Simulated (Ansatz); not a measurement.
## CdSe under changes of volume

One of the cells (28.942 Å³/atom); the others are scaled copies at fixed shape and fractional positions:

```
CELL_PARAMETERS angstrom
0.00000 3.07027 3.07027
3.07027 0.00000 3.07027
3.07027 3.07027 0.00000
ATOMIC_POSITIONS crystal
Cd 0.00000 0.00000 0.00000
Se 0.25000 0.25000 0.25000
```

Measurements of this composition are mostly on another form, of space group No. 186.

```yaml
Program: Ansatz 0.2.0
Functional: BLYP
Potentials_or_basis: Ansatz PAW
Cutoff: "420 eV (not typed: the program's choice for these potentials)"
k_mesh: 8 × 8 × 8
Occupations: fermi-dirac, width 0.05 eV
Spin: no spin polarisation
```

```tsv
volume (Å³/atom)	energy over the lowest point (meV/atom)	pressure (GPa)	gap on the mesh (eV)
27.206	90.62	8.0	0.61
27.784	64.50	6.5	0.57
28.363	43.41	5.2	0.52
28.942	?	?	?
29.521	14.36	2.9	0.43
30.100	5.53	2.0	0.39
30.679	0.00	1.1	0.34
```

**Question.** What does the run at 28.942 Å³/atom give?

**Answer.** Energy over the lowest point 26.86 meV/atom; pressure 4.0 GPa; gap on the mesh 0.47 eV.

Worked out: A Birch-Murnaghan fit of order 3 (a polynomial in V^(-2/3)) to the other rows has its minimum at 31.53 Å³/atom, just outside them, with B0 = V·E''(V) = 38 GPa and B' = 4.7. It gives 26.84 meV/atom at 28.942 Å³/atom, against the run's 26.86, and -dE/dV = 4.0 GPa, against 4.0. A straight line through the other rows of the gap, of slope -2.25 eV per unit of ln V (its deformation potential), gives 0.47 eV, against the run's 0.47.

Energies are extrapolated to zero smearing.

Caveats: the PAW data sets come from PBE, with cores solved anew for the run's functional, which leaves a small shift of forces and pressure.

Spin-orbit coupling on Cd, Se is left out.
